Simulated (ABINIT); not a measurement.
# BaTiO3 (R3m) in ABINIT: settings compared, part 2 of 2

ABINIT 10.8.3 (patched build). Earlier steps stand in the parts before.

## (3) Relaxation of cell and atoms, PBEsol

File run.abi:

```
# Pseudopotentials
pp_dirpath "./"
pseudos "Ba.GGA_PBE-JTH.xml, Ti.GGA_PBE-JTH.xml, O.GGA_PBE-JTH.xml"

# Structure
acell 3*1.0
rprim
     5.3429485438     3.0847527799     4.3811287513
    -5.3429485438     3.0847527799     4.3811287513
     0.0000000000    -6.1695055600     4.3811287513
ntypat 3
znucl 56 22 8
natom 5
typat 1 2 3 3 3
xcart
     0.0000000000     0.0000000000     0.0000000000
     0.0000000000    -0.0000000001     6.3679706400
     2.6239220299    -1.5149220903     4.5331539189
    -2.6239220299    -1.5149220903     4.5331539189
     0.0000000000     3.0298441804     4.5331539189
chkprim 0
chksymtnons 0
tolsym 1.0e-6

# Plane-wave basis
ecut 23.0
pawecutdg 45.0
pawxcdev 0
pawovlp -1

# k points
kptopt 1
ngkpt 5 5 5
nshiftk 1
shiftk 0.0 0.0 0.0

# Exchange and correlation
ixc -116133

# Bands and occupations
nband 24
occopt 3
tsmear 0.00183747

# SCF cycle
nstep 100
tolvrs 1.0e-9

# Output
iomode 3
prtwf 0
prtden 0
prteig 0
prtebands 0
enunit 1

# Relaxation
ionmov 2
ntime 60
tolmxf 0.0005
optcell 2
dilatmx 1.08
ecutsm 0.5
```

Potentials or basis: JTH PAW PBE v2.0.

The run is started by

```bash
abinit run.abi > log 2>&1
```

run.abo:

```text
.Version 10.8.3 of ABINIT
 Symmetries : space group R3 m (#160); Bravais hR (rhombohedral)
================================================================================
 Values of the parameters that define the memory need of the present run
     intxc =       0    ionmov =       2      iscf =      17    lmnmax =      18
     lnmax =       6     mgfft =      36  mpssoang =       3    mqgrid =    3001
     natom =       5  nloc_mem =       2    nspden =       1   nspinor =       1
    nsppol =       1      nsym =       6    n1xccc =       1    ntypat =       3
    occopt =       3   xclevel =       2
       mpw =        2902          nfft =       46656          nkpt =          19
 PAW method is used; the additional fine FFT grid is defined by:
   mgfftf=        50    nfftf =    125000
================================================================================
================================================================================

--------------------------------------------------------------------------------
------------- Echo of variables that govern the present computation ------------
--------------------------------------------------------------------------------
 -outvars: echo values of preprocessed input variables --------
            acell      1.0000000000E+00  1.0000000000E+00  1.0000000000E+00 Bohr
              amu      1.37327000E+02  4.78800000E+01  1.59994000E+01
          chkprim           0
      chksymtnons           0
          dilatmx      1.08000000E+00
             ecut      2.30000000E+01 Hartree
           ecutsm      5.00000000E-01 Hartree
           enunit           1
[... 943 lines left out ...]
  sigma(2 2)=  1.45899626E-06  sigma(3 1)=  0.00000000E+00
  sigma(3 3)= -8.07593308E-07  sigma(2 1)=  0.00000000E+00

-Cartesian components of stress tensor (GPa)         [Pressure= -2.0697E-02 GPa]
- sigma(1 1)=  4.29251263E-02  sigma(3 2)=  9.65847706E-09
- sigma(2 2)=  4.29251520E-02  sigma(3 1)=  0.00000000E+00
- sigma(3 3)= -2.37602154E-02  sigma(2 1)=  0.00000000E+00

== END DATASET(S) ==============================================================
================================================================================

 -outvars: echo values of variables after computation  --------
            acell      7.5634000363E+00  7.5634000363E+00  7.5634000363E+00 Bohr
           etotal     -1.3306963241E+02
            fcart     -9.8214734398E-21  1.4177395150E-20 -2.0759259615E-04
                      -2.2663435836E-21  7.7742406350E-22 -2.5326360267E-05
                      -2.1577216108E-04  1.2457611529E-04  7.7639652140E-05
                       2.1577216108E-04  1.2457611529E-04  7.7639652140E-05
                      -2.0620595541E-20 -2.4915223057E-04  7.7639652134E-05
            rprim      7.0632138706E-01  4.0779484294E-01  5.7863068036E-01
                      -7.0632138706E-01  4.0779484294E-01  5.7863068036E-01
                       0.0000000000E+00 -8.1558968590E-01  5.7863068036E-01
           strten      1.4589953866E-06  1.4589962620E-06 -8.0759330826E-07
                       3.2828496279E-13  0.0000000000E+00  0.0000000000E+00
           xangst     -7.6505806223E-20  2.0676867128E-13 -1.3806240875E-02
                      -2.4421575437E-16 -5.1395896383E-11  3.3776922149E+00
                       1.3945801215E+00 -8.0516120858E-01  2.3970188088E+00
                      -1.3945801215E+00 -8.0516120858E-01  2.3970188088E+00
                      -3.1894207114E-16  1.6103224170E+00  2.3970188088E+00
             xred     -1.9871677496E-03 -1.9871677496E-03 -1.9871677496E-03
                       4.8615992566E-01  4.8615992566E-01  4.8615992566E-01
                       5.0944687967E-01  1.6133482723E-02  5.0944687967E-01
                       1.6133482723E-02  5.0944687967E-01  5.0944687967E-01
                       5.0944687967E-01  5.0944687967E-01  1.6133482723E-02
 Calculation completed.
```

Run time: 6 min. Hardware: 1 thread of Arm Neoverse V2, shared host; peak memory 0.16 GiB.

Results:

| Quantity | Value |
| --- | --- |
| Free energy | -3621.0092 eV |
| Relaxed volume | 12.82 Å³/atom |
| Relaxed cell | a = 4.002 Å, b = 4.002 Å, c = 4.002 Å, α = 89.87°, β = 89.87°, γ = 89.87° |
| Space group after relaxing (to 0.05 Å) | R3m (No. 160) |
| Energy gained by relaxing | 0.5 meV/atom |
| Ionic steps | 6 |
| Pressure after relaxing | 0.0 GPa |
| Largest force after relaxing | 0.013 eV/Å |
| Band gap on the k mesh | 2.39 eV, indirect (least direct gap 2.63 eV) |

Forces in eV/Å, atoms in the order of the input:
```
Ba   0.000  0.000 -0.011
Ti   0.000  0.000 -0.001
O   -0.011  0.006  0.004
O    0.011  0.006  0.004
O    0.000 -0.013  0.004
```

The path:
```
step  energy change (eV)  largest force (eV/Å)  pressure (GPa)  volume (Å³)
   1              0.0000                0.1434            0.34        64.20
   2             -0.0007                0.1216            0.07        64.27
   3             -0.0019                0.0778           -0.42        64.35
   4             -0.0023                0.0524           -0.41        64.30
   5             -0.0027                0.0210           -0.15        64.16
   6             -0.0027                0.0134           -0.02        64.11
```

Final structure:
```cif
data_structure
_symmetry_space_group_name_H-M 'P 1'
_symmetry_Int_Tables_number 1
_cell_length_a 4.0024
_cell_length_b 4.0024
_cell_length_c 4.0024
_cell_angle_alpha 89.873
_cell_angle_beta 89.873
_cell_angle_gamma 89.873
_cell_volume 64.11
loop_
_atom_site_label
_atom_site_type_symbol
_atom_site_fract_x
_atom_site_fract_y
_atom_site_fract_z
_atom_site_occupancy
Ba1 Ba 0.99801 0.99801 0.99801 1
Ti1 Ti 0.48616 0.48616 0.48616 1
O1 O 0.50945 0.01613 0.50945 1
O2 O 0.01613 0.50945 0.50945 1
O3 O 0.50945 0.50945 0.01613 1
```

Levels at points of the mesh, in eV from the valence-band top:
| k point | band 18 | band 19 | band 20 | band 21 | band 22 | band 23 |
| --- | --- | --- | --- | --- | --- | --- |
| (0.00, 0.00, 0.00) | -0.37 | -0.24 | -0.24 | 2.39 | 2.39 | 2.53 |

Caveat: this set's barium file shifts pressures by 1.5 GPa and gaps by 0.1 eV against other sets; the PAW data sets were made with another functional, which shifts forces and pressure a little; spin-orbit coupling is left out, which moves the levels of the heavy elements; an odd mesh through Γ misses points on the zone boundary, where band edges often lie; the atomic spheres overlap.
